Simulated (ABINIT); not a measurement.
The system is BaTe.

```
Ba Te
1.0
     0.00000    3.41000    3.41000
     3.41000    0.00000    3.41000
     3.41000    3.41000    0.00000
Ba Te
1 1
Direct
  0.00000 0.00000 0.00000
  0.50000 0.50000 0.50000
```

```yaml
Program: ABINIT 10.8.3 (patched build)
Task: single point
Functional: PBE
Potentials_or_basis: JTH PAW PBE v2.0
Cutoff: 408 eV
k_mesh: 7 × 7 × 7
Occupations: fermi-dirac, width 0.05 eV
Spin: no spin polarisation
```

On this cell: pressure 4.1 GPa; largest force zero by symmetry; band gap on the k mesh 1.38 eV, indirect (least direct gap 1.76 eV).

The same run follows on a disturbed copy (atoms moved at random, drawn with an rms of 0.05 Å):

```xyz
2
Lattice="0.0000 3.4100 3.4100 3.4100 0.0000 3.4100 3.4100 3.4100 0.0000" Properties=species:S:1:pos:R:3 pbc="T T T"
Ba   -0.0009   -0.0387    0.0102
Te    3.4344    3.4498    3.4255
```

What does the disturbed cell give?

The energy moves by +5.2 meV/atom; pressure 4.2 GPa; largest force 0.256 eV/Å; band gap on the k mesh 1.39 eV, indirect (least direct gap 1.76 eV).

Forces on the atoms (eV/Å):
```
Ba   0.076  0.244  0.017
Te  -0.076 -0.244 -0.017
```

Stress tensor (GPa, compression positive):
```
 4.08 -0.03  0.00
-0.03  4.36 -0.01
 0.00 -0.01  4.06
```

Caveats: this set's barium file shifts pressures by 1.5 GPa and gaps by 0.1 eV against other sets; spin-orbit coupling is left out, which moves the levels of the heavy elements; an odd mesh through Γ misses points on the zone boundary, where band edges often lie.
